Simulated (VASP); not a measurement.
Here is a VASP 6.6.1 calculation.

INCAR

```
PREC = Accurate
ENCUT = 520
EDIFF = 1E-7
ISMEAR = -1
SIGMA = 0.05
LREAL = F
LASPH = T
NELM = 100
ALGO = Normal
ISIF = 2
LWAVE = F
LCHARG = F
GGA = PE
NBANDS = 15
```

File KPOINTS:

```
regular mesh
0
Gamma
  7 7 7
```

The input POSCAR:

```
KBr
1.0
    0.0000000000      3.3000000000      3.3000000000
    3.3000000000      0.0000000000      3.3000000000
    3.3000000000      3.3000000000      0.0000000000
Br K
1 1
Direct
    0.5000000000      0.5000000000      0.5000000000
    0.0000000000      0.0000000000      0.0000000000
```

Potentials or basis: VASP PAW PBE potentials, release 64 (Br, K_sv).

Run with:

```sh
$ cat potpaw_PBE.64/Br/POTCAR potpaw_PBE.64/K_sv/POTCAR > POTCAR
$ mpirun -np 1 vasp_std > vasp.out
```

Q: Estimate the band gap on the k mesh.

A: 4.43 eV, direct.

Q: What does it give for the pressure?

A: 0.8 GPa.

Caveat: an odd mesh through Γ misses points on the zone boundary, where band edges often lie.
